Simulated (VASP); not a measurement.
SiC:

```
Si C
1.0
     3.07874    0.00000    0.00000
     0.00000    4.35399    0.00000
     0.00000    0.00000    3.13607
Si C
2 2
Direct
  0.00000 0.00000 0.00000
  0.50000 0.50000 0.50000
  0.00000 0.25000 0.50000
  0.50000 0.75000 0.00000
```

The cell was built by a generator and isn't the measured one.

Base run:

| Property | Result |
| --- | --- |
| Program | VASP 6.6.1 |
| Functional | PBE0 |
| Potentials or basis | VASP PAW PBE potentials, release 64 (Si, C) |
| Cutoff | 520 eV |
| k mesh | 6 × 4 × 6 |
| Occupations | gaussian, width 0.02 eV |
| Spin | no spin polarisation |

Its results: band gap on the k mesh 2.86 eV; pressure -5.3 GPa; largest force 0.131 eV/Å.

Q: The run is repeated on the same cell with these changes: functional from PBE0 to HSE06; k mesh from 6 × 4 × 6 to 7 × 5 × 7. What comes out?

A: Band gap on the k mesh 2.15 eV; pressure -5.2 GPa; largest force 0.132 eV/Å.

Several settings changed at once, so the effect can't be laid on one alone.

Caveats: the PAW data sets were made with another functional, which shifts forces and pressure a little.
